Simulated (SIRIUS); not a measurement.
TiCo under changes of volume

One of the cells (13.313 Å³/atom); the others are scaled copies at fixed shape and fractional positions:

```xyz
2
Lattice="2.9861 0.0000 0.0000 0.0000 2.9861 0.0000 0.0000 0.0000 2.9861" Properties=species:S:1:pos:R:3 pbc="T T T"
Co    1.4931    1.4931    1.4931
Ti    0.0000    0.0000    0.0000
```

The cell comes from a database or a generator and needn't be the stable form of this composition.

| Property | Result |
| --- | --- |
| Program | SIRIUS 7.12.0 |
| Functional | LDA |
| Potentials or basis | all-electron FP-LAPW |
| Cutoff | 190 eV |
| Basis | apw+lo standard |
| k mesh | 9 × 9 × 9 |
| Occupations | fermi-dirac, width 0.05 eV |
| Spin | collinear spin, ferromagnetic start |
| Starting moments | [2.0, 1.0] μB |

```csv
volume (Å³/atom),energy over the lowest point (meV/atom),moment (μB per cell)
12.515,0.00,0.42
12.781,11.24,0.44
13.047,28.35,0.46
13.313,50.90,0.47
13.580,?,?
13.846,109.60,0.51
14.112,144.77,0.53
```

**Question.** What does the run at 13.580 Å³/atom give?

**Answer.** Energy over the lowest point 77.99 meV/atom; moment 0.49 μB per cell.

Worked out: A Birch-Murnaghan fit of order 3 (a polynomial in V^(-2/3)) to the other rows has its minimum at 12.22 Å³/atom, just outside them, with B0 = V·E''(V) = 211 GPa and B' = 4.4. It gives 78.19 meV/atom at 13.580 Å³/atom, against the run's 77.99. A straight line through the other rows of the moment, of slope 0.0674 μB per Å³/atom, gives 0.49 μB, against the run's 0.49.

Energies are extrapolated to zero smearing.
